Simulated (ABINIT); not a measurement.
# Fe (P6_3/mmc) in ABINIT: notebook

Aim: see how the results for Fe move with the level of theory and the settings. Levels: PBEsol, PBE. Tasks: single point.

All numbers are computed with ABINIT 10.8.3 (patched build); they aren't measurements. Logs are shortened: lines on timing, memory, paths and dates and some standing lists are left out, and cuts for length are marked. The log counts tension as positive stress, the text compression.

### 1 Starting point

It takes space group P6_3/mmc (No. 194, hexagonal). Conventional cell: a = 2.434 Å, b = 2.434 Å, c = 3.842 Å, α = 90.00°, β = 90.00°, γ = 120.00°. Around Fe (site symmetry -6m2) lie 12 Fe at 2.38 to 2.43 Å.

This isn't the form of Fe at room conditions, which is bcc.

### 2 Single point, PBEsol, collinear spin, ferromagnetic start

run.abi

```
# Pseudopotentials
pp_dirpath "./"
pseudos "Fe.GGA_PBE-JTH.xml"

# Structure
acell 3*1.0
rprim
     4.5998911804     0.0000000000     0.0000000000
    -2.2999455903     3.9836226169     0.0000000000
     0.0000000000     0.0000000000     7.2602039371
ntypat 1
znucl 26
natom 2
typat 1 1
xred
     0.6666666667     0.3333333333     0.7500000000
     0.3333333333     0.6666666667     0.2500000000

# Plane-wave basis
ecut 26.0
pawecutdg 48.0
pawxcdev 0

# k points
kptopt 1
ngkpt 12 12 7
nshiftk 1
shiftk 0.0 0.0 0.0

# Exchange and correlation
ixc -116133

# Bands and occupations
nband 22
occopt 3
tsmear 0.05 eV

# Spin
nsppol 2
spinat
     0.0000000000     0.0000000000     5.0000000000
     0.0000000000     0.0000000000     5.0000000000

# SCF cycle
nstep 100
tolvrs 1.0e-9

# Output
iomode 3
prtwf 0
prteig 0
prtebands 0
enunit 2
prtden 1
prtvha 1
prtvclmb 1
prtpot 1
```

Potentials or basis: JTH PAW PBE v2.0.

The run is started by

```
$ abinit run.abi > log 2>&1
```

run.abo:

```text
.Version 10.8.3 of ABINIT
 Symmetries : space group P6_3/m m c (#194); Bravais hP (primitive hexag.)
================================================================================
 Values of the parameters that define the memory need of the present run
     intxc =       0    ionmov =       0      iscf =      17    lmnmax =      18
     lnmax =       6     mgfft =      36  mpssoang =       3    mqgrid =    3001
     natom =       2  nloc_mem =       2    nspden =       2   nspinor =       1
    nsppol =       2      nsym =      24    n1xccc =       1    ntypat =       1
    occopt =       3   xclevel =       2
       mpw =         854          nfft =       20736          nkpt =          76
 PAW method is used; the additional fine FFT grid is defined by:
   mgfftf=        48    nfftf =     43200
================================================================================
================================================================================

--------------------------------------------------------------------------------
------------- Echo of variables that govern the present computation ------------
--------------------------------------------------------------------------------
 -outvars: echo values of preprocessed input variables --------
            acell      1.0000000000E+00  1.0000000000E+00  1.0000000000E+00 Bohr
              amu      5.58470000E+01
             ecut      2.60000000E+01 Hartree
           enunit           2
                       outvar_i_n : Printing only first  50 k-points.
              ixc     -116133
                       outvar_i_n : Printing only first  50 k-points.
         kptrlatt       12    0    0      0   12    0      0    0    7
          kptrlen      5.08214276E+01
            natom           2
            nband          22
            ngfft          24      24      36
          ngfftdg          30      30      48
             nkpt          76
           nspden           2
           nsppol           2
            nstep         100
             nsym          24
           ntypat           1
                       prtocc : prtvol=0, do not print more k-points.
                       1.000000  1.000000  1.000000  1.000000  1.000000  1.000000
                       1.000000  1.000000  1.000000  1.000000  1.000000  1.000000
                       1.000000  1.000000  1.000000  1.000000  0.000000  0.000000
                       0.000000  0.000000  0.000000  0.000000
                       1.000000  1.000000  1.000000  1.000000  1.000000  1.000000
                       1.000000  1.000000  1.000000  1.000000  1.000000  1.000000
                       1.000000  1.000000  1.000000  1.000000  0.000000  0.000000
                       0.000000  0.000000  0.000000  0.000000
                       1.000000  1.000000  1.000000  1.000000  1.000000  1.000000
                       1.000000  1.000000  1.000000  1.000000  1.000000  1.000000
                       1.000000  1.000000  1.000000  1.000000  0.000000  0.000000
                       0.000000  0.000000  0.000000  0.000000
                       1.000000  1.000000  1.000000  1.000000  1.000000  1.000000
                       1.000000  1.000000  1.000000  1.000000  1.000000  1.000000
                       1.000000  1.000000  1.000000  1.000000  0.000000  0.000000
                       0.000000  0.000000  0.000000  0.000000
                       1.000000  1.000000  1.000000  1.000000  1.000000  1.000000
[... 168 lines left out ...]
                       1.000000  1.000000  1.000000  1.000000  1.000000  1.000000
                       1.000000  1.000000  1.000000  1.000000  0.000000  0.000000
                       0.000000  0.000000  0.000000  0.000000
                       1.000000  1.000000  1.000000  1.000000  1.000000  1.000000
                       1.000000  1.000000  1.000000  1.000000  1.000000  1.000000
                       1.000000  1.000000  1.000000  1.000000  0.000000  0.000000
                       0.000000  0.000000  0.000000  0.000000
                       1.000000  1.000000  1.000000  1.000000  1.000000  1.000000
                       1.000000  1.000000  1.000000  1.000000  1.000000  1.000000
                       1.000000  1.000000  1.000000  1.000000  0.000000  0.000000
                       0.000000  0.000000  0.000000  0.000000
                       1.000000  1.000000  1.000000  1.000000  1.000000  1.000000
                       1.000000  1.000000  1.000000  1.000000  1.000000  1.000000
                       1.000000  1.000000  1.000000  1.000000  0.000000  0.000000
                       0.000000  0.000000  0.000000  0.000000
                       prtocc : prtvol=0, do not print more k-points.
           occopt           3
        pawecutdg      4.80000000E+01 Hartree
         pawxcdev           0
        prtebands           0
           prteig           0
           prtpot           1
         prtvclmb           1
           prtvha           1
            prtwf           0
[... 137 lines left out ...]
 Total magnetization (from the atomic spheres):               -0.000001
 Total magnetization (exact up - dn):                         -0.000001

================================================================================

 ----iterations are completed or convergence reached----

 Mean square residual over all n,k,spin=   33.461E-10; max=  76.379E-07
 reduced coordinates (array xred) for    2 atoms
       0.666666666667      0.333333333333      0.750000000000
       0.333333333333      0.666666666667      0.250000000000
 rms dE/dt=  1.0714E-27; max dE/dt=  8.0779E-28; dE/dt below (all hartree)
    1      -0.000000000000     -0.000000000000      0.000000000000
    2       0.000000000000      0.000000000000      0.000000000000

 cartesian coordinates (angstrom) at end:
    1      1.21707879180737     0.70268076809038     2.88145085056136
    2     -0.00000000003528     1.40536153618075     0.96048361685379

 cartesian forces (hartree/bohr) at end:
    1      0.00000000000000     0.00000000000000    -0.00000000000000
    2     -0.00000000000000    -0.00000000000000    -0.00000000000000
 frms,max,avg= 2.6825092E-28 4.5625193E-28   0.000E+00  0.000E+00  0.000E+00 h/b

 cartesian forces (eV/Angstrom) at end:
    1      0.00000000000000     0.00000000000000    -0.00000000000000
    2     -0.00000000000000    -0.00000000000000    -0.00000000000000
 frms,max,avg= 1.3794017E-26 2.3461418E-26   0.000E+00  0.000E+00  0.000E+00 e/A
 length scales=  1.000000000000  1.000000000000  1.000000000000 bohr
              =  0.529177210544  0.529177210544  0.529177210544 angstroms
 Fermi (or HOMO) energy (hartree) =   0.40321   Average Vxc (hartree)=  -0.50290
 Magnetization (Bohr magneton)=  8.74885153E-07
 Total spin up =  1.59999996E+01   Total spin down =  1.60000004E+01
 Eigenvalues (hartree) for nkpt=  76  k points, SPIN UP:
 kpt#   1, nband= 22, wtk=  0.00099, kpt=  0.0000  0.0000  0.0000 (reduced coord)
  -2.79603   -2.79023   -1.56521   -1.54258   -1.54258   -1.53855   -1.53855   -1.53797
   0.06372    0.21214    0.33836    0.33836    0.34389    0.35665    0.35665    0.36970
   0.36970    0.41695    0.43060    0.43060    0.73673    1.20331
      occupation numbers for kpt#   1
   1.00000    1.00000    1.00000    1.00000    1.00000    1.00000    1.00000    1.00000
   1.00000    1.00000    1.00000    1.00000    1.00000    1.00000    1.00000    1.00000
   1.00000    0.00057    0.00000    0.00000    0.00000    0.00000
 prteigrs : prtvol=0 or 1, do not print more k-points.

 Eigenvalues (hartree) for nkpt=  76  k points, SPIN DOWN:
 kpt#   1, nband= 22, wtk=  0.00099, kpt=  0.0000  0.0000  0.0000 (reduced coord)
  -2.79603   -2.79023   -1.56521   -1.54258   -1.54258   -1.53855   -1.53855   -1.53797
   0.06372    0.21214    0.33836    0.33836    0.34389    0.35665    0.35665    0.36970
   0.36970    0.41695    0.43060    0.43060    0.73673    1.20331
      occupation numbers for kpt#   1
   1.00000    1.00000    1.00000    1.00000    1.00000    1.00000    1.00000    1.00000
   1.00000    1.00000    1.00000    1.00000    1.00000    1.00000    1.00000    1.00000
   1.00000    0.00057    0.00000    0.00000    0.00000    0.00000
 prteigrs : prtvol=0 or 1, do not print more k-points.

 Fermi (or HOMO) energy (eV) =  10.97180   Average Vxc (eV)= -13.68463
 Eigenvalues (   eV  ) for nkpt=  76  k points, SPIN UP:
 kpt#   1, nband= 22, wtk=  0.00099, kpt=  0.0000  0.0000  0.0000 (reduced coord)
 -76.08378  -75.92592  -42.59145  -41.97566  -41.97566  -41.86601  -41.86601  -41.85033
   1.73385    5.77274    9.20717    9.20717    9.35782    9.70507    9.70507   10.06003
  10.06003   11.34571   11.71711   11.71711   20.04752   32.74370
 prteigrs : prtvol=0 or 1, do not print more k-points.

 Eigenvalues (   eV  ) for nkpt=  76  k points, SPIN DOWN:
 kpt#   1, nband= 22, wtk=  0.00099, kpt=  0.0000  0.0000  0.0000 (reduced coord)
 -76.08378  -75.92592  -42.59145  -41.97566  -41.97566  -41.86601  -41.86601  -41.85033
   1.73385    5.77274    9.20717    9.20717    9.35782    9.70507    9.70507   10.06002
  10.06002   11.34570   11.71711   11.71711   20.04753   32.74371
 prteigrs : prtvol=0 or 1, do not print more k-points.

--- !EnergyTerms
iteration_state     : {dtset: 1, }
comment             : Components of total free energy in Hartree
kinetic             :  2.47577080018083E+01
hartree             :  4.24814043993800E+01
xc                  : -6.94575181624208E+00
Ewald energy        : -1.82448244008533E+02
psp_core            :  1.49515625186497E+01
local_psp           : -1.18804769855899E+02
PAW spherical_terms : -2.27120952243800E+01
internal            : -2.48720185985216E+02
'-kT*entropy'       : -7.24370696446811E-04
total_energy        : -2.48720910355913E+02
total_energy_eV     : -6.76804075914676E+03
...

--- !EnergyTermsDC
iteration_state     : {dtset: 1, }
comment             : '"Double-counting" decomposition of free energy'
band_energy         : -2.48823766428620E+01
Ewald energy        : -1.82448244008533E+02
psp_core            :  1.49515625186497E+01
xc_dc               : -4.03408883542939E+01
PAW spherical_terms : -1.60002396176522E+01
internal            : -2.48720186104691E+02
'-kT*entropy'       : -7.24370696446811E-04
total_energy_dc     : -2.48720910475388E+02
total_energy_dc_eV  : -6.76804076239783E+03
...

--- !EnergyTermsWithPAWCore
iteration_state     : {dtset: 1, }
comment             : 'Components of total free energy, including PAW core contributions'
Total energy        : -2.54324742916371E+03
Total energy DC     : -2.54324742928319E+03
Total energy (eV)   : -6.92052881140720E+04
Total energy DC (eV): -6.92052881173231E+04
...

 Cartesian components of stress tensor (hartree/bohr^3)
  sigma(1 1)=  6.75965627E-05  sigma(3 2)=  0.00000000E+00
  sigma(2 2)=  6.75965610E-05  sigma(3 1)=  0.00000000E+00
  sigma(3 3)=  1.23171209E-05  sigma(2 1)=  2.82292649E-12

-Cartesian components of stress tensor (GPa)         [Pressure= -1.4466E+00 GPa]
- sigma(1 1)=  1.98875954E+00  sigma(3 2)=  0.00000000E+00
- sigma(2 2)=  1.98875949E+00  sigma(3 1)=  0.00000000E+00
- sigma(3 3)=  3.62382208E-01  sigma(2 1)=  8.30533646E-08

== END DATASET(S) ==============================================================
================================================================================

 -outvars: echo values of variables after computation  --------
            acell      1.0000000000E+00  1.0000000000E+00  1.0000000000E+00 Bohr
           etotal     -2.4872091048E+02
            fcart      8.7805725752E-29  4.5625193459E-28 -0.0000000000E+00
                      -8.7805725752E-29 -4.5625193459E-28 -0.0000000000E+00
            rprim      4.5998911804E+00  0.0000000000E+00  0.0000000000E+00
                      -2.2999455903E+00  3.9836226169E+00  0.0000000000E+00
                       0.0000000000E+00  0.0000000000E+00  7.2602039371E+00
           strten      6.7596562715E-05  6.7596561043E-05  1.2317120900E-05
                       0.0000000000E+00  0.0000000000E+00  2.8229264866E-12
           xangst      1.2170787918E+00  7.0268076809E-01  2.8814508506E+00
                      -3.5277984248E-11  1.4053615362E+00  9.6048361685E-01
             xred      6.6666666667E-01  3.3333333333E-01  7.5000000000E-01
                       3.3333333333E-01  6.6666666667E-01  2.5000000000E-01
 Calculation completed.
```

Run time: 2.3 min. Hardware: 1 thread of Arm Neoverse V2, shared host; peak memory 0.18 GiB.

What came out:

| Quantity | Value |
| --- | --- |
| Free energy | -6768.0408 eV |
| Pressure | -1.4 GPa |
| Band gap on the k mesh | none (metal or under the smearing width) |
| Net moment | 0.00 μB per cell |
| Valence electrons inside the program's atomic spheres | Fe 14.61 (radii [1.1194] Å) |

Stress tensor (GPa, compression positive):
```
-1.99  0.00  0.00
 0.00 -1.99  0.00
 0.00  0.00 -0.36
```

Caveat: the starting moments collapsed, and a magnetic state may lie lower; the PAW data sets were made with another functional, which shifts forces and pressure a little.

### 3 Single point, PBE

Edit run.abi of step 2 so:

```diff
@@ -30,14 +30,8 @@
 # Exchange and correlation
-ixc -116133
+ixc 11
 
 # Bands and occupations
-nband 22
+nband 20
 occopt 3
 tsmear 0.05 eV
-
-# Spin
-nsppol 2
-spinat
-     0.0000000000     0.0000000000     5.0000000000
-     0.0000000000     0.0000000000     5.0000000000
```

Potentials or basis: JTH PAW PBE v2.0.

The run is started by

```
$ abinit run.abi > log 2>&1
```

run.abo:

```text
.Version 10.8.3 of ABINIT
 Symmetries : space group P6_3/m m c (#194); Bravais hP (primitive hexag.)
================================================================================
 Values of the parameters that define the memory need of the present run
     intxc =       0    ionmov =       0      iscf =      17    lmnmax =      18
     lnmax =       6     mgfft =      36  mpssoang =       3    mqgrid =    3001
     natom =       2  nloc_mem =       2    nspden =       1   nspinor =       1
    nsppol =       1      nsym =      24    n1xccc =       1    ntypat =       1
    occopt =       3   xclevel =       2
       mpw =         854          nfft =       20736          nkpt =          76
 PAW method is used; the additional fine FFT grid is defined by:
   mgfftf=        48    nfftf =     43200
================================================================================
================================================================================

--------------------------------------------------------------------------------
------------- Echo of variables that govern the present computation ------------
[... 249 lines left out ...]
- sigma(2 2)= -9.18929741E+00  sigma(3 1)=  0.00000000E+00
- sigma(3 3)= -1.12151761E+01  sigma(2 1)=  8.27720517E-08

== END DATASET(S) ==============================================================
================================================================================

 -outvars: echo values of variables after computation  --------
            acell      1.0000000000E+00  1.0000000000E+00  1.0000000000E+00 Bohr
           etotal     -2.4887773679E+02
            fcart     -1.4634287625E-29  2.2812596729E-28 -1.6298321205E-31
                       1.4634287625E-29 -2.2812596729E-28  1.6298321205E-31
            rprim      4.5998911804E+00  0.0000000000E+00  0.0000000000E+00
                      -2.2999455903E+00  3.9836226169E+00  0.0000000000E+00
                       0.0000000000E+00  0.0000000000E+00  7.2602039371E+00
           strten     -3.1233786889E-04 -3.1233787056E-04 -3.8119608810E-04
                       0.0000000000E+00  0.0000000000E+00  2.8133648555E-12
           xangst      1.2170787918E+00  7.0268076809E-01  2.8814508506E+00
                      -3.5277984248E-11  1.4053615362E+00  9.6048361685E-01
             xred      6.6666666667E-01  3.3333333333E-01  7.5000000000E-01
                       3.3333333333E-01  6.6666666667E-01  2.5000000000E-01
 Calculation completed.
```

It took 43 s on 1 thread of Arm Neoverse V1, shared host; peak memory 0.13 GiB.

What came out:

- Free energy: -6772.3082 eV
- Pressure: 9.9 GPa
- Band gap on the k mesh: none (metal or under the smearing width)
- Valence electrons inside the program's atomic spheres: Fe 14.61 (radii [1.1194] Å)

Levels at points of the mesh, in eV from the Fermi level:
```tsv
k point	band 14	band 15	band 16	band 17	band 18	band 19
(0.00, 0.00, 0.00)	-1.26	-1.26	-0.91	-0.91	0.39	0.74
(0.50, 0.00, 0.00)	-1.63	-1.14	0.85	1.09	1.13	2.74
```

Caveat: the run has no spin polarisation, though such a crystal can be magnetic. Spin polarisation is off, so any magnetic state and its effect on volume and gap are missing.

### 4 For comparison

An earlier run on the cell as given: functional PBEsol; potentials or basis JTH PAW PBE v2.0; cutoff 707 eV; k mesh 12 × 12 × 7; occupations fermi-dirac, width 0.05 eV; collinear spin, ferromagnetic start; starting moments [3.0, 3.0] μB.

- Pressure: -1.4 GPa
- Band gap on the k mesh: none (metal or under the smearing width)
- Net moment: 0.00 μB per cell
- Valence electrons inside the program's atomic spheres: Fe 14.61 (radii [1.1194] Å)
